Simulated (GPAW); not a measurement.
Here is a GPAW 26.7.0 calculation.

Contents of run.py:

```python
from ase.filters import FrechetCellFilter
from ase.io import read, write
from ase.optimize import BFGS
from ase.units import GPa
from gpaw import GPAW, PW, setup_paths

setup_paths.insert(0, '.')

atoms = read('Sc.cif')

calc = GPAW(mode=PW(600),
            xc='WC',
            kpts={'size': (7, 7, 4), 'gamma': True},
            occupations={'name': 'fermi-dirac', 'width': 0.05},
            nbands=23,
            convergence={'density': 1e-06, 'energy': 1e-06, 'eigenstates': 1e-10},
            maxiter=150,
            txt='gpaw.txt')
atoms.calc = calc
opt = BFGS(FrechetCellFilter(atoms, scalar_pressure=-1 * GPa), trajectory='relax.traj', logfile='-')
done = opt.run(fmax=0.02, steps=100)
calc.write('gs.gpw')
write('result.traj', atoms)
print('Converged:', done)
print('Cell:', atoms.cell.cellpar().round(4))
print('Volume:', round(atoms.get_volume(), 4))
print(atoms.get_scaled_positions().round(5))
```

The input Sc.cif:

```cif
data_Sc
_cell_length_a 3.30900000
_cell_length_b 3.30900000
_cell_length_c 5.27330000
_cell_angle_alpha 90.00000000
_cell_angle_beta 90.00000000
_cell_angle_gamma 120.00000000
_space_group_name_H-M_alt 'P1'
_space_group_name_Hall 'P 1'
_space_group_IT_number 1
loop_
_space_group_symop_operation_xyz
'x,y,z'
loop_
_atom_site_label
_atom_site_type_symbol
_atom_site_symmetry_multiplicity
_atom_site_Wyckoff_symbol
_atom_site_fract_x
_atom_site_fract_y
_atom_site_fract_z
_atom_site_occupancy
Sc1 Sc 1 a 0.6666666667 0.3333333333 0.7500000000 1
Sc2 Sc 1 a 0.3333333333 0.6666666667 0.2500000000 1
```

Potentials or basis: PAW data sets generated in the run's folder for this functional, pw.

Run with:

```sh
$ gpaw-setup -f WC Sc
$ OMP_NUM_THREADS=1 python run.py
```

(1) What does it give for the space group after relaxing (to 0.05 Å)?

(2) Estimate the band gap on the k mesh.

(3) Estimate the relaxed cell.

Results:

(1) P6_3/mmc (No. 194).

(2) none (metal or under the smearing width).

(3) a = 3.297 Å, b = 3.297 Å, c = 5.108 Å, α = 90.00°, β = 90.00°, γ = 120.00°.

Caveat: later steps reuse the first step's grids.
